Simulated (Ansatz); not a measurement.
## Ti3SiC2: isotropic strain +2.45 %

The parent structure is Ti3SiC2 (space group P6_3/mmc, No. 194; a = 3.073 Å, c = 17.723 Å).

Perturbation: the cell is scaled by 1.0245 in all directions, atoms relaxed at fixed cell.

Calculations: PBE (Ansatz, an electronic-structure program; PAW; 420 eV plane waves; scalar-relativistic without spin-orbit coupling). Γ-centred 14×14×3 mesh, Fermi–Dirac width 0.05 eV.

The space group is still P6_3/mmc (No. 194) and the shortest interatomic distance grows by 3.4 pm to 212.6 pm. The energy grows by 34 meV/atom and the band gap is still zero.

Whether these cells are dynamically stable was not tested. The final runs are not spin-polarised.
